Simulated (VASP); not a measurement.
# Cs (R-3m) in VASP: notebook

One crystal, Cs, is run at these levels: LDA; tasks: single point.

Program: VASP 6.6.1. These are calculated values, not measurements. Logs are shortened: lines on timing, memory, paths and dates and some standing lists are left out, and cuts for length are marked.

## (1) The structure

Symmetry: R-3m, No. 166, trigonal system. The conventional cell has a = 6.259 Å, b = 6.259 Å, c = 10.885 Å, α = 90.00°, β = 90.00°, γ = 120.00°.

This isn't the form of Cs at room conditions, which is bcc.

## (2) Single point, LDA

Contents of INCAR:

```
SYSTEM = Cs
ALGO = Fast ; EDIFF = 1E-7
ENCUT = 520 ; ISIF = 2
ISMEAR = 0 ; LASPH = .True.
LCHARG = .False. ; LREAL = .False.
LWAVE = .False. ; NBANDS = 10
NELM = 100 ; PREC = Accurate
SIGMA = 0.15
```

Contents of KPOINTS:

```
k-points
0
Gamma
  12 12 12
  0 0 0
```

Contents of POSCAR:

```
Cs
1.0
   -0.8556602641      3.5701686883      3.5701686883
    3.5701686883     -0.8556602641      3.5701686883
    3.5701686883      3.5701686883     -0.8556602641
Cs
1
Direct
    0.0000000000      0.0000000000      0.0000000000
```

Potentials or basis: VASP PAW LDA potentials, release 64 (Cs_sv).

Command:

```sh
> cat potpaw_LDA.64/Cs_sv/POTCAR > POTCAR
> mpirun -np 1 vasp_std > vasp.out
```

OUTCAR:

```text
SYSTEM = Cs
   EDIFF = 1E-7
   ENCUT = 520
   ISIF = 2
   ISMEAR = 0
   LASPH = .True.
   LREAL = .False.
   NELM = 100
   PREC = Accurate

 ion  position               nearest neighbor table
   1  0.000  0.000  0.000-

  LATTYP: Found a trigonal (rhomboedric) cell.
 ALAT       =     5.1209728972
 COS(alpha) =     0.2530624440

  Lattice vectors:

 A1 = (  -0.8556602641,   3.5701686883,   3.5701686883)
 A2 = (   3.5701686883,  -0.8556602641,   3.5701686883)
 A3 = (   3.5701686883,   3.5701686883,  -0.8556602641)

Analysis of symmetry for initial positions (statically):
=====================================================================
 Subroutine PRICEL returns:
 Original cell was already a primitive cell.

 Routine SETGRP: Setting up the symmetry group for a
 trigonal (rhombohedral) supercell.

 Subroutine GETGRP returns: Found 12 space group operations
 (whereof 12 operations were pure point group operations)
 out of a pool of 12 trial point group operations.

The static configuration has the point symmetry D_3d.

Analysis of symmetry for dynamics (positions and initial velocities):
=====================================================================
 Subroutine PRICEL returns:
 Original cell was already a primitive cell.

 Routine SETGRP: Setting up the symmetry group for a
 trigonal (rhombohedral) supercell.

 Subroutine GETGRP returns: Found 12 space group operations
 (whereof 12 operations were pure point group operations)
 out of a pool of 12 trial point group operations.

The dynamic configuration has the point symmetry D_3d.

 Subroutine INISYM returns: Found 12 space group operations
 (whereof 12 operations are pure point group operations),
 and found     1 'primitive' translations

----------------------------------------------------------------------------------------

                                     Primitive cell

  volume of cell :     123.1040

  direct lattice vectors                    reciprocal lattice vectors
    -0.855660264  3.570168688  3.570168688    -0.097591861  0.128354512  0.128354512
     3.570168688 -0.855660264  3.570168688     0.128354512 -0.097591861  0.128354512
     3.570168688  3.570168688 -0.855660264     0.128354512  0.128354512 -0.097591861

  length of vectors
     5.120972897  5.120972897  5.120972897     0.206092050  0.206092050  0.206092050

  position of ions in fractional coordinates (direct lattice)
     0.000000000  0.000000000  0.000000000

  ion indices of the primitive-cell ions
   primitive index   ion index
                 1           1

----------------------------------------------------------------------------------------

 KPOINTS: k-points

Automatic generation of k-mesh.
 Grid dimensions read from file:
 generate k-points for:   12   12   12

 Generating k-lattice:

  Cartesian coordinates                     Fractional coordinates (reciprocal lattice)
    -0.008132655  0.010696209  0.010696209     0.083333333 -0.000000000 -0.000000000
     0.010696209 -0.008132655  0.010696209    -0.000000000  0.083333333 -0.000000000
     0.010696209  0.010696209 -0.008132655    -0.000000000 -0.000000000  0.083333333

  Length of vectors
     0.017174337  0.017174337  0.017174337

  Shift w.r.t. Gamma in fractional coordinates (k-lattice)
     0.000000000  0.000000000  0.000000000

 Subroutine IBZKPT returns following result:
 ===========================================

 Found    189 irreducible k-points:

 Following reciprocal coordinates:
            Coordinates               Weight
  0.000000  0.000000  0.000000      1.000000
  0.083333  0.000000  0.000000      6.000000
  0.166667  0.000000 -0.000000      6.000000
  0.250000  0.000000  0.000000      6.000000
  0.333333  0.000000  0.000000      6.000000
  0.416667 -0.000000 -0.000000      6.000000
[... 16 lines left out ...]
  0.500000  0.166667  0.000000     12.000000
 -0.416667  0.166667  0.000000     12.000000
 [... further k-points ...]
   k-points           NKPTS =    189   k-points in BZ     NKDIM =    189   number of bands    NBANDS=     10
   number of dos      NEDOS =    301   number of ions     NIONS =      1
   total plane-waves  NPLWV =  64000
   dimension x,y,z NGX =    40 NGY =   40 NGZ =   40
   dimension x,y,z NGXF=    80 NGYF=   80 NGZF=   80
   ions per type =               1
   NGX,Y,Z   is equivalent  to a cutoff of  12.99, 12.99, 12.99 a.u.
   NGXF,Y,Z  is equivalent  to a cutoff of  25.97, 25.97, 25.97 a.u.
 SYSTEM =  Cs
   PREC   = accura    normal or accurate (medium, high low for compatibility)
   ISTART =      0    job   : 0-new  1-cont  2-samecut
   ICHARG =      2    charge: 1-file 2-atom 10-const
   ISPIN  =      1    spin polarized calculation?
   LNONCOLLINEAR =      F non collinear calculations
   LSORBIT =      F    spin-orbit coupling
   LASPH  =      T    aspherical Exc in radial PAW
   ENCUT  =  520.0 eV  38.22 Ry    6.18 a.u.   9.52  9.52  9.52*2*pi/ulx,y,z
   NELM   =    100;   NELMIN=  2; NELMDL= -5     # of ELM steps
   EDIFF  = 0.1E-06   stopping-criterion for ELM
   LREAL  =      F    real-space projection
   EDIFFG = 0.1E-05   stopping-criterion for IOM
   NSW    =      0    number of steps for IOM
   IBRION =     -1    ionic relax: 0-MD 1-quasi-New 2-CG
   NFREE  =      0    steps in history (QN), initial steepest desc. (CG)
   ISIF   =      2    stress and relaxation
   ISYM   =      2    0-nonsym 1-usesym 2-fastsym
   POTIM  = 0.5000    time-step for ionic-motion
   TEBEG  =    0.0;   TEEND  =   0.0 temperature during run
   PSTRESS=    0.0 pullay stress
   NELECT =       9.0000    total number of electrons
   NUPDOWN=      -1.0000    fix difference up-down
   EMIN   =  10.00;   EMAX   =-10.00  energy-range for DOS
   EFERMI =   0.00;   METHOD = LEGACY
   ISMEAR =     0;   SIGMA  =   0.15  broadening in eV -4-tet -1-fermi 0-gaus
   EFERMI_NEDOS =   21; number of points for ismear=-14 and -15
   IALGO  =     68    algorithm
   IMIX   =      4    mixing-type and parameters
     AMIX     =   0.40;   BMIX     =  1.00
     AMIX_MAG =   1.60;   BMIX_MAG =  1.00
  volume/ion in A,a.u.               =     123.10       830.75
  Fermi-wavevector in a.u.,A,eV,Ry     =   0.684539  1.293591  6.375605  0.468594
  Thomas-Fermi vector in A             =   1.764221
   LORBIT       =      0    0 simple, 1 ext, 2 COOP (PROOUT), +10 PAW based schemes
   GGA     = CA    functional components
   LHFCALC =     F    Hartree Fock is set to
   AEXX    =    0.0000 exact exchange contribution
   IVDW    =     0    specifies the selected vdW correction
   LEPSILON=     F    determine dielectric tensor
   LRPA    =     F    only Hartree local field effects (RPA)
 non-spin polarized calculation
 RMM-DIIS sequential band-by-band and
 Gauss-broadening in eV      SIGMA  =   0.15
  energy-cutoff  :      520.00
  volume of cell :      123.10
 maximum number of plane-waves:      3334
 NGX is ok and might be reduce to    40

 number of electron       9.0000002 magnetization

 Free energy of the ion-electron system (eV)
  ---------------------------------------------------
  ext. energy  EPLUGINS =         0.00000000
  ---------------------------------------------------
  free energy    TOTEN  =        -0.92154363 eV

  energy without entropy =       -0.90859463  energy(sigma->0) =       -0.91506913

 E-fermi :   0.1411     XC(G=0):  -5.3578

 val. band max:        0.1399525067   @ k =   0.5000   0.1667   0.0000
 cond. band min:       0.1451718529   @ k =   0.4167   0.3333  -0.0000
 fundamental gap:      0.0052193462
 Fermi energy:         0.1410852572

 k-point     1 :       0.0000    0.0000    0.0000
  band No.  band energies     occupation
      1     -23.7859      2.00000
      2     -10.5263      2.00000
      3     -10.5263      2.00000
      4     -10.5007      2.00000
      5      -1.4769      2.00000
      6       1.7613      0.00000
      7       1.7613      0.00000
      8       3.7091      0.00000
      9       3.8597      0.00000
     10       3.8598      0.00000

 k-point     2 :       0.0833    0.0000    0.0000
  band No.  band energies     occupation
      1     -23.7855      2.00000
      2     -10.5330      2.00000
      3     -10.5258      2.00000
      4     -10.5038      2.00000
      5      -1.4165      2.00000
      6       1.7499      0.00000
      7       1.7780      0.00000
      8       3.6278      0.00000
      9       3.7445      0.00000
     10       3.8158      0.00000

 k-point     3 :       0.1667    0.0000   -0.0000
  band No.  band energies     occupation
      1     -23.7845      2.00000
      2     -10.5566      2.00000
      3     -10.5245      2.00000
      4     -10.5069      2.00000
      5      -1.2413      2.00000
      6       1.6828      0.00000
      7       1.8193      0.00000
      8       3.5262      0.00000
      9       3.5282      0.00000
     10       3.7565      0.00000

 k-point     4 :       0.2500    0.0000    0.0000
  band No.  band energies     occupation
      1     -23.7832      2.00000
      2     -10.5919      2.00000
      3     -10.5226      2.00000
      4     -10.5074      2.00000
      5      -0.9685      2.00000
      6       1.5070      0.00000
      7       1.8612      0.00000
      8       3.3672      0.00000
      9       3.5707      0.00000
     10       3.6950      0.00000
[... 222 lines left out ...]
 k-point    22 :       0.4167    0.1667   -0.0000
  band No.  band energies     occupation
      1     -23.7796      2.00000
      2     -10.6473      2.00000
      3     -10.5442      2.00000
      4     -10.5118      2.00000
      5      -0.1912      1.99827
      6       1.0362      0.00000
      7       1.9233      0.00000
      8       2.9518      0.00000
      9       3.5048      0.00000
     10       3.5954      0.00000

 k-point    23 :       0.5000    0.1667    0.0000
  band No.  band energies     occupation
      1     -23.7792      2.00000
      2     -10.6578      2.00000
      3     -10.5455      2.00000
      4     -10.5113      2.00000
      5       0.1400      1.00852
      6       0.7441      0.00000
      7       1.8795      0.00000
      8       3.0623      0.00000
      9       3.4542      0.00000
     10       3.4747      0.00000

 k-point    24 :      -0.4167    0.1667    0.0000
  band No.  band energies     occupation
      1     -23.7795      2.00000
      2     -10.6500      2.00000
      3     -10.5481      2.00000
      4     -10.5114      2.00000
      5       0.0776      1.45082
      6       0.8373      0.00000
      7       1.8279      0.00000
      8       3.1032      0.00000
      9       3.3953      0.00000
     10       3.5163      0.00000

 [... further k-points ...]

------------------------ aborting loop because EDIFF is reached ----------------------------------------

  FORCE on cell =-STRESS in cart. coord.  units (eV):
  Direction    XX          YY          ZZ          XY          YZ          ZX
  --------------------------------------------------------------------------------------
  -------------------------------------------------------------------------------------
  Total       -0.2399790     -0.2399790     -0.2399790      0.0855178      0.0855178      0.0855178
  in kB       -3.1232847     -3.1232847     -3.1232847      1.1129995      1.1129995      1.1129995
  external PRESSURE =      -3.1232847 kB  Pullay stress =       0.0000000 kB

 VOLUME and BASIS-vectors are now :
 -----------------------------------------------------------------------------
  energy-cutoff  :      520.00
  volume of cell :      123.10
      direct lattice vectors                 reciprocal lattice vectors
    -0.855660264  3.570168688  3.570168688    -0.097591861  0.128354512  0.128354512
     3.570168688 -0.855660264  3.570168688     0.128354512 -0.097591861  0.128354512
     3.570168688  3.570168688 -0.855660264     0.128354512  0.128354512 -0.097591861

 POSITION                                       TOTAL-FORCE (eV/Angst)
 -----------------------------------------------------------------------------------
      0.00000      0.00000      0.00000         0.000000     -0.000000      0.000000
 -----------------------------------------------------------------------------------
    total drift:                               -0.000000     -0.000000     -0.000000

  FREE ENERGIE OF THE ION-ELECTRON SYSTEM (eV)
  ---------------------------------------------------
  free  energy   TOTEN  =        -0.9215436297 eV

  energy  without entropy=       -0.9085946260  energy(sigma->0) =       -0.91506913
```

Wall time 78 s (1 thread of Intel Xeon 6975P-C (Granite Rapids), shared host); peak memory 0.34 GiB.

Results:

```
Free energy            : -0.9215 eV
Pressure               : -0.3 GPa
Band gap on the k mesh : none (metal or under the smearing width)
```

Spin-orbit coupling is left out, which matters for the levels of Cs.

## (3) Single point, LDA

This run uses another cell than the first one, of the same volume but with other edges.

Contents of INCAR:

```
PREC = Accurate
ENCUT = 520
EDIFF = 1E-6
ISMEAR = 0
SIGMA = 0.15
LREAL = F
LASPH = T
NELM = 100
ALGO = Fast
ISIF = 2
LWAVE = F
LCHARG = T
GGA = CA
LELF = T
LVHAR = T
NBANDS = 10
```

Contents of KPOINTS:

```
regular mesh
0
Gamma
  12 12 12
```

Contents of POSCAR:

```
Cs
1.0
   -1.2483385740      3.4329310785      3.4329310785
    3.4329310785     -1.2483385740      3.4329310785
    3.4329310785      3.4329310785     -1.2483385740
Cs
1
Direct
    0.0000000000      0.0000000000      0.0000000000
```

Potentials or basis: VASP PAW LDA potentials, release 64 (Cs_sv).

Command:

```sh
> cat potpaw_LDA.64/Cs_sv/POTCAR > POTCAR
> mpirun -np 1 vasp_std > vasp.out
```

It took 77 s on 1 thread of Intel Xeon 6975P-C (Granite Rapids), shared host; peak memory 0.35 GiB.

The run converged. Its results:

| Property | Result |
| --- | --- |
| Free energy | -0.8959 eV |
| Pressure | -0.3 GPa |
| Band gap on the k mesh | none (metal or under the smearing width) |

Stress tensor (GPa, compression positive):
```
-0.25  0.08  0.08
 0.08 -0.25  0.08
 0.08  0.08 -0.25
```

Levels at points of the mesh, in eV from the Fermi level:
```
           k point  band 3  band 4  band 5  band 6  band 7  band 8
(0.00, 0.00, 0.00)  -10.70  -10.69   -1.62    1.37    1.37    4.02
(0.50, 0.00, 0.00)  -10.69  -10.68   -0.26    0.53    1.66    2.93
(0.50, 0.50, 0.00)  -10.83  -10.67    0.37    1.04    1.72    2.45
(0.50, 0.50, 0.50)  -10.81  -10.81    0.72    1.32    1.32    2.61
```

The run has no spin-orbit coupling, so splittings on Cs are missing.
